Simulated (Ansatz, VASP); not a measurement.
AlN in VASP and in Ansatz

Contents of POSCAR:

```
AlN
1.0
    0.0000000000      2.0188684454      1.9861627766
    2.0188684454      0.0000000000      1.9861627766
    2.0188684454      2.0188684454      0.0000000000
Al N
1 1
Direct
    0.0000000000      0.0000000000      0.0000000000
    0.5000000000      0.5000000000      0.5000000000
```

INCAR.step1

```
ALGO = Normal
EDIFF = 1E-4
ENCUT = 520
GGA = PE
ISMEAR = 0
LASPH = T
LCHARG = F
LREAL = F
LWAVE = T
NBANDS = 11
NELM = 100
PREC = Accurate
SIGMA = 0.01
```

Contents of INCAR.step2:

```
ALGO = Normal
EDIFF = 1E-6
ENCUT = 520
ISIF = 2
ISMEAR = 0
ISTART = 1
LASPH = T
LCHARG = F
LMIXTAU = T
LREAL = F
LWAVE = F
METAGGA = R2SCAN
NBANDS = 11
NELM = 100
PREC = Accurate
SIGMA = 0.01
```

File KPOINTS:

```
k-points
0
Gamma
  10 10 10
```

Input for Ansatz:

```yaml
crystal:
  lattice:
    - [0.0, 2.0188684454, 1.9861627766]
    - [2.0188684454, 0.0, 1.9861627766]
    - [2.0188684454, 2.0188684454, 0.0]
  atoms:
    - { symbol: Al, position: [0.0, 0.0, 0.0] }
    - { symbol: "N", position: [0.5, 0.5, 0.5] }
kpoints:
  mp_grid: { grid: [10, 10, 10] }
  band_path:
    path:
      - [0.0, 0.0, 0.0]
      - [0.5, 0.0, 0.5]
      - [0.625, 0.25, 0.625]
      - [0.375, 0.375, 0.75]
      - [0.5, 0.5, 0.5]
      - [0.5, 0.25, 0.75]
    npoints: 1
hamiltonian:
  xc: r2scan
scf:
  occupations: { method: fixed }
  n_extra_bands: 4
output:
  forces: true
  stress: true
  eigenvalues: true
```

Change from the starting cell: uniaxial_z strain -1.6%.

Alike in both runs: task single point; functional r2SCAN; k mesh 10 × 10 × 10; no spin polarisation.

```csv
,VASP,Ansatz
version,VASP 6.6.1,Ansatz 0.2.0
potentials or method,"VASP PAW PBE potentials, release 64 (Al, N)","plane waves, PAW"
plane-wave cutoff (eV),520,500
occupations,"gaussian, width 0.01 eV",fixed
valence electrons in the cell,8,8
```

Ansatz gave:

```
gap on the k mesh at the Fermi level (eV)       : 5.55
pressure (GPa)                                  : 4.8
largest component of the traceless stress (GPa) : 3.54
```

Problem. Estimate VASP's values.

Solution. gap on the k mesh at the Fermi level (eV): 5.55; pressure (GPa): 4.0; largest component of the traceless stress (GPa): 3.60.

Caveats: the PAW data sets were made with another functional, which shifts forces and pressure a little (VASP). A k mesh can miss the band edges.
